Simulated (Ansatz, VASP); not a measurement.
## One calculation of TaN, two programs

The input INCAR:

```
SYSTEM = TaN
PREC = Accurate ; ENCUT = 520
EDIFF = 1E-7 ; ISMEAR = 0
SIGMA = 0.15 ; LREAL = .False.
LASPH = .True. ; NELM = 100
ALGO = Fast ; ISIF = 2
LWAVE = .False. ; LCHARG = .False.
GGA = PS ; NBANDS = 15
```

File KPOINTS:

```
regular mesh
0
Gamma
  18 18 18
  0 0 0
```

Contents of POSCAR:

```
TaN
1.0
    0.0000000000      2.0046800000      2.3533200000
    2.0046800000      0.0000000000      2.3533200000
    2.0046800000      2.0046800000      0.0000000000
Ta N
1 1
Direct
    0.5000000000      0.5000000000      0.5000000000
    0.0000000000      0.0000000000      0.0000000000
```

Input for Ansatz:

```yaml
crystal:
  lattice:
    - [0.0, 2.00468, 2.35332]
    - [2.00468, 0.0, 2.35332]
    - [2.00468, 2.00468, 0.0]
  atoms:
    - { symbol: Ta, position: [0.5, 0.5, 0.5] }
    - { symbol: "N", position: [0.0, 0.0, 0.0] }
basis:
  ecutwfc: 420
kpoints:
  mp_grid: { grid: [18, 18, 18] }
hamiltonian:
  xc: pbesol
scf:
  occupations: { method: gaussian, width: 0.15 }
output:
  forces: true
  stress: true
  eigenvalues: true
```

Change from the starting cell: strain -0.080 along x and y, +0.080 along z, atoms carried along.

Alike in both runs: task single point; functional PBEsol; k mesh 18 × 18 × 18; occupations gaussian, width 0.15 eV; no spin polarisation.

```csv
,VASP,Ansatz
version,VASP 6.6.1,Ansatz 0.2.0
potentials or method,"VASP PAW PBE potentials, release 64 (Ta_pv, N)","scalar-relativistic, plane waves, PAW"
plane-wave cutoff (eV),520,420
valence electrons in the cell,16,18
```

Ansatz gave:

* gap on the k mesh at the Fermi level (eV): none
* pressure (GPa): 72.3
* largest component of the traceless stress (GPa): 70.24

**Question.** Which values does VASP return?

**Answer.** gap on the k mesh at the Fermi level (eV): none; pressure (GPa): 74.4; largest component of the traceless stress (GPa): 71.34.

A gap of «none» marks a metal or a gap that the smearing closes. The two sets of potentials don't hold the same shells in valence.

Caveats: the cell as given lies far from equilibrium; so large a pressure means that the cell lies far from this level's equilibrium, or that cutoff or potentials fall short (VASP); the potentials were made for another functional, which shifts forces and pressure (VASP). The runs have no spin-orbit coupling, so splittings on Ta are missing.
